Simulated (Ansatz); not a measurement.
Steps from a short run of molecular dynamics on a 2×2×2 supercell (16 atoms) of SrO (Fm-3m), relaxed with r2SCAN; forces from PBEsol in the plane-wave code Ansatz, 2×2×2 mesh, Fermi-Dirac smearing of 0.146 eV, constant energy and volume (NVE), started at 1700 K. Spin polarisation is off, nuclei are classical, and the run is far too short for thermal averages.

Cell vectors in Å:
```
0.0000 5.1598 5.1598
5.1598 0.0000 5.1598
5.1598 5.1598 0.0000
```

Q: At 4 fs positions (Å), velocities (Å/fs) and forces (eV/Å) are
```
Sr  2.5649  2.5655  2.5973   -0.0037 -0.0036  0.0043    0.1190  0.0673 -0.1528
O   0.0124  0.0129 -0.0404    0.0030  0.0031 -0.0099   -0.0783 -0.1661  0.2560
Sr  5.1552  5.1455  2.5705   -0.0012 -0.0036 -0.0024   -0.0417  0.0034 -0.0422
O   2.5634  2.6080 -0.0518   -0.0040  0.0069 -0.0127    0.1715 -0.1158  0.2187
Sr  5.1399  2.5836  5.1497   -0.0050  0.0009 -0.0025    0.1391 -0.0353 -0.0132
O   2.5485  0.0398  2.5386   -0.0079  0.0099 -0.0102   -0.0640 -0.0458  0.1009
Sr  7.7319  5.1624  5.1669   -0.0020  0.0007  0.0018    0.0162 -0.0490 -0.0857
O   5.1905  2.5770  2.5932    0.0075 -0.0006  0.0032   -0.2054  0.1792 -0.1594
Sr  2.5869  5.1780  5.1797    0.0017  0.0046  0.0050   -0.0895 -0.0179 -0.0793
O  -0.0171  2.6232  2.5518   -0.0041  0.0106 -0.0068    0.1623 -0.2981  0.2337
Sr  5.1560  7.7348  5.1553   -0.0009 -0.0012 -0.0011   -0.0011  0.0169  0.1575
O   2.5465  5.1621  2.4882   -0.0081  0.0005 -0.0226    0.2564 -0.0657  0.3383
Sr  5.1961  5.1366  7.7490    0.0091 -0.0058  0.0023   -0.1677  0.2586 -0.0761
O   2.6041  2.5534  5.1844    0.0059 -0.0065  0.0059   -0.2253  0.1436 -0.2554
Sr  7.7660  7.7574  7.7402    0.0065  0.0044  0.0001   -0.2064 -0.0597 -0.0594
O   5.0897  5.1420  5.2099   -0.0173 -0.0043  0.0122    0.2150  0.1845 -0.3814
```
Where are the atoms one step (2 fs) later, and what forces do they feel?

A:
```
Sr  2.5575  2.5583  2.6059    0.1724  0.1083 -0.2140
O   0.0184  0.0189 -0.0598   -0.1170 -0.2434  0.3834
Sr  5.1528  5.1383  2.5657   -0.0596 -0.0017 -0.0692
O   2.5557  2.6218 -0.0770    0.2516 -0.1734  0.3227
Sr  5.1300  2.5854  5.1446    0.2163 -0.0551 -0.0176
O   2.5326  0.0595  2.5182   -0.0982 -0.0768  0.1614
Sr  7.7280  5.1637  5.1704    0.0316 -0.0733 -0.1665
O   5.2053  2.5761  2.5994   -0.2989  0.2627 -0.2361
Sr  2.5903  5.1871  5.1895   -0.1572 -0.0235 -0.1114
O  -0.0252  2.6440  2.5385    0.2454 -0.4504  0.3416
Sr  5.1541  7.7324  5.1531   -0.0030  0.0263  0.2334
O   2.5306  5.1631  2.4434    0.3911 -0.0956  0.5204
Sr  5.2142  5.1252  7.7536   -0.2583  0.4026 -0.1170
O   2.6156  2.5406  5.1959   -0.3363  0.2103 -0.3770
Sr  7.7790  7.7663  7.7405   -0.3152 -0.0867 -0.0992
O   5.0553  5.1337  5.2337    0.3352  0.2698 -0.5549
```
The temperature goes from 1651.5 to 1592.3 K.

Q: At 16 fs positions (Å), velocities (Å/fs) and forces (eV/Å) are
```
Sr  2.5220  2.5235  2.6471   -0.0034 -0.0033  0.0039    0.3852  0.3868 -0.4072
O   0.0422  0.0367 -0.1372    0.0017  0.0005 -0.0054   -0.2923 -0.4973  0.9062
Sr  5.1406  5.1024  2.5413   -0.0013 -0.0036 -0.0025   -0.1443 -0.0259 -0.2052
O   2.5294  2.6815 -0.1868   -0.0013  0.0049 -0.0090    0.5198 -0.4261  0.7741
Sr  5.0828  2.5939  5.1192   -0.0044  0.0008 -0.0026    0.6327 -0.1513 -0.0184
O   2.4482  0.1535  2.4259   -0.0090  0.0087 -0.0079   -0.1899 -0.3327  0.5890
Sr  7.7089  5.1695  5.1855   -0.0019  0.0005  0.0011    0.1509 -0.1882 -1.0579
O   5.2643  2.5842  2.6187    0.0043  0.0022  0.0006   -0.6287  0.5114 -0.5185
Sr  2.6056  5.2325  5.2379    0.0012  0.0045  0.0047   -0.7462 -0.0271 -0.4051
O  -0.0529  2.7245  2.4885   -0.0013  0.0052 -0.0032    0.5906 -1.1305  0.6947
Sr  5.1446  7.7206  5.1444   -0.0010 -0.0011 -0.0006   -0.0115  0.0807  0.5513
O   2.4714  5.1632  2.2485   -0.0035 -0.0005 -0.0156    0.9760 -0.1890  1.7172
Sr  5.3020  5.0719  7.7756    0.0085 -0.0048  0.0021   -0.7220  1.1725 -0.3318
O   2.6558  2.4870  5.2348    0.0020 -0.0041  0.0018   -0.7740  0.4791 -0.8151
Sr  7.8410  7.8097  7.7405    0.0058  0.0043 -0.0001   -0.8643 -0.1890 -0.3686
O   4.9021  5.1052  5.3263   -0.0128 -0.0014  0.0063    1.1179  0.5267 -1.1046
```
Where are the atoms one step (2 fs) later, and what forces do they feel?

A:
```
Sr  2.5153  2.5170  2.6549    0.4186  0.4573 -0.4289
O   0.0452  0.0371 -0.1470   -0.3215 -0.5137  0.9665
Sr  5.1380  5.0952  2.5362   -0.1681 -0.0190 -0.2232
O   2.5275  2.6908 -0.2039    0.5392 -0.4643  0.8412
Sr  5.0740  2.5954  5.1141    0.7098 -0.1666 -0.0147
O   2.4300  0.1705  2.4107   -0.1800 -0.4045  0.6923
Sr  7.7052  5.1704  5.1876    0.1768 -0.2087 -1.2993
O   5.2721  2.5893  2.6192   -0.6617  0.5133 -0.5440
Sr  2.6079  5.2416  5.2471   -0.8967 -0.0246 -0.5037
O  -0.0547  2.7335  2.4830    0.6313 -1.2200  0.7192
Sr  5.1427  7.7183  5.1433   -0.0109  0.0914  0.5979
O   2.4656  5.1620  2.2194    1.0504 -0.1935  1.9843
Sr  5.3188  5.0626  7.7796   -0.8009  1.3073 -0.3702
O   2.6589  2.4793  5.2373   -0.8219  0.5164 -0.8549
Sr  7.8525  7.8182  7.7402   -0.9635 -0.2048 -0.4251
O   4.8779  5.1030  5.3376    1.2992  0.5341 -1.1372
```
The temperature goes from 1062.0 to 942.6 K.

Q: At 24 fs positions (Å), velocities (Å/fs) and forces (eV/Å) are
```
Sr  2.4965  2.4987  2.6770   -0.0030 -0.0028  0.0035    0.5058  0.6932 -0.4773
O   0.0492  0.0306 -0.1621    0.0000 -0.0020 -0.0007   -0.3886 -0.4901  1.0134
Sr  5.1297  5.0736  2.5203   -0.0015 -0.0036 -0.0027   -0.2769  0.0494 -0.2414
O   2.5297  2.7117 -0.2427    0.0013  0.0025 -0.0048    0.5247 -0.5423  0.9625
Sr  5.0497  2.5996  5.0987   -0.0038  0.0006 -0.0026    0.8962 -0.1986  0.0024
O   2.3731  0.2147  2.3764   -0.0097  0.0063 -0.0041   -0.0699 -0.6519  0.9838
Sr  7.6947  5.1727  5.1898   -0.0017  0.0003 -0.0002    0.2323 -0.2632 -1.8540
O   5.2857  2.6116  2.6128    0.0010  0.0045 -0.0021   -0.6884  0.4022 -0.5396
Sr  2.6122  5.2686  5.2734    0.0003  0.0045  0.0041   -1.2865 -0.0196 -0.8401
O  -0.0508  2.7426  2.4770    0.0018 -0.0009  0.0003    0.6681 -1.3140  0.7016
Sr  5.1369  7.7117  5.1416   -0.0010 -0.0011 -0.0001   -0.0010  0.1174  0.6961
O   2.4640  5.1556  2.1632    0.0018 -0.0014 -0.0050    1.1600 -0.1749  2.5632
Sr  5.3669  5.0382  7.7907    0.0077 -0.0036  0.0017   -0.9779  1.5913 -0.4555
O   2.6562  2.4639  5.2324   -0.0020 -0.0015 -0.0024   -0.8575  0.5838 -0.8610
Sr  7.8842  7.8430  7.7379    0.0049  0.0041 -0.0006   -1.2084 -0.2537 -0.5615
O   4.8259  5.1039  5.3550   -0.0057  0.0011  0.0009    1.7679  0.4709 -1.0928
```
Where are the atoms one step (2 fs) later, and what forces do they feel?

A:
```
Sr  2.4906  2.4932  2.6839    0.5320  0.7758 -0.4922
O   0.0487  0.0261 -0.1623   -0.4017 -0.4588  0.9810
Sr  5.1267  5.0664  2.5147   -0.3283  0.0912 -0.2332
O   2.5330  2.7162 -0.2511    0.4970 -0.5542  0.9709
Sr  5.0424  2.6008  5.0936    0.9393 -0.2039  0.0094
O   2.3537  0.2266  2.3693   -0.0023 -0.7409  1.0603
Sr  7.6914  5.1732  5.1890    0.2390 -0.2793 -1.9135
O   5.2869  2.6211  2.6080   -0.6734  0.3249 -0.5101
Sr  2.6125  5.2776  5.2815   -1.3623 -0.0217 -0.9480
O  -0.0463  2.7393  2.4784    0.6486 -1.2786  0.6685
Sr  5.1350  7.7096  5.1417    0.0053  0.1228  0.7146
O   2.4689  5.1526  2.1563    1.1580 -0.1571  2.6169
Sr  5.3821  5.0314  7.7940   -1.0153  1.6367 -0.4713
O   2.6512  2.4615  5.2266   -0.8312  0.5894 -0.8248
Sr  7.8937  7.8511  7.7366   -1.2679 -0.2729 -0.5889
O   4.8166  5.1066  5.3554    1.8633  0.4267 -1.0395
```
The temperature goes from 667.1 to 619.8 K.

Q: At 28 fs the positions in Å are
```
Sr   2.485   2.488   2.691
O    0.047   0.020  -0.160
Sr   5.124   5.059   2.509
O    2.537   2.719  -0.257
Sr   5.035   2.602   5.088
O    2.334   0.237   2.365
Sr   7.688   5.174   5.187
O    5.287   2.631   2.602
Sr   2.612   5.287   5.289
O   -0.040   2.733   2.481
Sr   5.133   7.708   5.142
O    2.477   5.149   2.156
Sr   5.397   5.025   7.797
O    2.644   2.461   5.219
Sr   7.903   7.859   7.735
O    4.812   5.110   5.353
```
What are the forces, and how far does the free energy (smearing included) lie above that of step 0, with the atoms on their sites?

A: 133.8 meV an atom; forces in eV/Å:
```
Sr   0.558   0.857  -0.509
O   -0.409  -0.417   0.925
Sr  -0.387   0.143  -0.217
O    0.459  -0.559   0.962
Sr   0.972  -0.206   0.016
O    0.082  -0.830   1.119
Sr   0.239  -0.295  -1.890
O   -0.647   0.228  -0.467
Sr  -1.397  -0.027  -1.045
O    0.612  -1.209   0.624
Sr   0.013   0.126   0.726
O    1.135  -0.133   2.581
Sr  -1.042   1.656  -0.480
O   -0.786   0.586  -0.770
Sr  -1.315  -0.294  -0.605
O    1.912   0.374  -0.971
```

Q: At 32 fs the positions in Å are
```
Sr   2.475   2.479   2.703
O    0.041   0.006  -0.149
Sr   5.117   5.045   2.498
O    2.550   2.721  -0.262
Sr   5.023   2.604   5.078
O    2.296   0.251   2.364
Sr   7.682   5.174   5.182
O    5.281   2.653   2.587
Sr   2.610   5.305   5.303
O   -0.024   2.712   2.492
Sr   5.129   7.704   5.144
O    2.500   5.142   2.173
Sr   5.425   5.015   7.803
O    2.624   2.463   5.198
Sr   7.919   7.875   7.731
O    4.816   5.120   5.342
```
What are the forces, and how far does the free energy (smearing included) lie above that of step 0, with the atoms on their sites?

A: 130.4 meV an atom; forces in eV/Å:
```
Sr   0.609   1.000  -0.557
O   -0.403  -0.302   0.749
Sr  -0.520   0.278  -0.159
O    0.353  -0.546   0.894
Sr   1.006  -0.201   0.029
O    0.304  -0.997   1.171
Sr   0.225  -0.324  -1.610
O   -0.564  -0.023  -0.343
Sr  -1.330  -0.050  -1.186
O    0.488  -0.979   0.503
Sr   0.032   0.126   0.728
O    1.018  -0.067   2.263
Sr  -1.062   1.626  -0.480
O   -0.642   0.554  -0.606
Sr  -1.369  -0.344  -0.597
O    1.856   0.249  -0.799
```

Q: At 36 fs positions (Å), velocities (Å/fs) and forces (eV/Å) are
```
Sr  2.4651  2.4713  2.7153   -0.0022 -0.0016  0.0028    0.6624  1.0930 -0.6312
O   0.0317 -0.0110 -0.1309   -0.0029 -0.0045  0.0052   -0.3676 -0.1539  0.5053
Sr  5.1090  5.0316  2.4858   -0.0021 -0.0033 -0.0030   -0.6509  0.4486 -0.0668
O   2.5653  2.7183 -0.2589    0.0042 -0.0014  0.0018    0.2154 -0.5057  0.7688
Sr  5.0121  2.6055  5.0681   -0.0025  0.0004 -0.0025    1.0048 -0.1809  0.0363
O   2.2611  0.2551  2.3747   -0.0081 -0.0002  0.0040    0.5895 -1.1281  1.1301
Sr  7.6764  5.1739  5.1730   -0.0014 -0.0001 -0.0024    0.2006 -0.3500 -1.1368
O   5.2702  2.6752  2.5683   -0.0033  0.0051 -0.0049   -0.4492 -0.3338 -0.1800
Sr  2.6054  5.3224  5.3149   -0.0014  0.0044  0.0027   -1.1051 -0.0906 -1.2476
O  -0.0027  2.6811  2.5073    0.0057 -0.0086  0.0043    0.2993 -0.6558  0.3476
Sr  5.1255  7.6999  5.1466   -0.0009 -0.0009  0.0009    0.0562  0.1164  0.7028
O   2.5338  5.1332  2.2120    0.0094 -0.0021  0.0120    0.7870  0.0204  1.7291
Sr  5.4512  5.0083  7.8073    0.0063 -0.0014  0.0011   -1.0421  1.5245 -0.4587
O   2.5987  2.4706  5.1710   -0.0070  0.0025 -0.0072   -0.4377  0.4933 -0.3745
Sr  7.9327  7.8894  7.7265    0.0031  0.0036 -0.0013   -1.3744 -0.4015 -0.5362
O   4.8381  5.1327  5.3236    0.0075  0.0033 -0.0055    1.6118  0.1044 -0.5882
```
Where are the atoms one step (2 fs) later, and what forces do they feel?

A:
```
Sr  2.4609  2.4683  2.7208    0.6907  1.1114 -0.6813
O   0.0254 -0.0202 -0.1199   -0.3393 -0.0703  0.3668
Sr  5.1048  5.0251  2.4798   -0.7025  0.5424 -0.0095
O   2.5739  2.7149 -0.2543    0.1368 -0.4770  0.6907
Sr  5.0074  2.6062  5.0630    0.9936 -0.1659  0.0371
O   2.2455  0.2532  2.3841    0.7483 -1.1716  1.0778
Sr  7.6737  5.1736  5.1680    0.1879 -0.3611 -0.8844
O   5.2631  2.6851  2.5582   -0.3840 -0.5031 -0.0882
Sr  2.6023  5.3313  5.3200   -0.9539 -0.1171 -1.2491
O   0.0090  2.6632  2.5163    0.1853 -0.4734  0.2603
Sr  5.1236  7.6982  5.1486    0.0692  0.1087  0.6812
O   2.5535  5.1291  2.2381    0.6257  0.0689  1.4368
Sr  5.4636  5.0057  7.8094   -1.0187  1.4580 -0.4423
O   2.5841  2.4762  5.1561   -0.3185  0.4554 -0.2371
Sr  7.9387  7.8966  7.7237   -1.3613 -0.4316 -0.4876
O   4.8551  5.1394  5.3120    1.4408  0.0263 -0.4712
```
The temperature goes from 710.9 to 758.1 K.
